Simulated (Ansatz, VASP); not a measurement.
# One calculation of Rh, two programs

```
Rh
1.0
     0.00000    1.89671    1.89671
     1.89671    0.00000    1.89671
     1.89671    1.89671    0.00000
Rh
1
Direct
  0.00000 0.00000 0.00000
```

Alike in both runs: functional PBE; dispersion D3(BJ); k mesh 18 × 18 × 18; occupations gaussian, width 0.1 eV; no spin polarisation.

Ansatz relaxed the structure, and its values are those at the end. VASP's run is a single point on that final structure, the one shown.

```csv
,VASP,Ansatz
version,VASP 6.6.1,Ansatz 0.2.0
potentials or method,"VASP PAW PBE potentials, release 64 (Rh_pv)","scalar-relativistic, plane waves, PAW"
plane-wave cutoff (eV),520,420
valence electrons in the cell,15,17
```

|  | VASP | Ansatz | Ansatz less VASP |
| --- | --- | --- | --- |
| gap on the k mesh at the Fermi level (eV) | none | none | - |
| pressure (GPa) | 0.0 | 0.0 | -0.05 |

A gap of «none» marks a metal or a gap that the smearing closes. The two sets of potentials don't hold the same shells in valence.

Caveats: pairwise dispersion overbinds metals, which lowers pressure and volume.
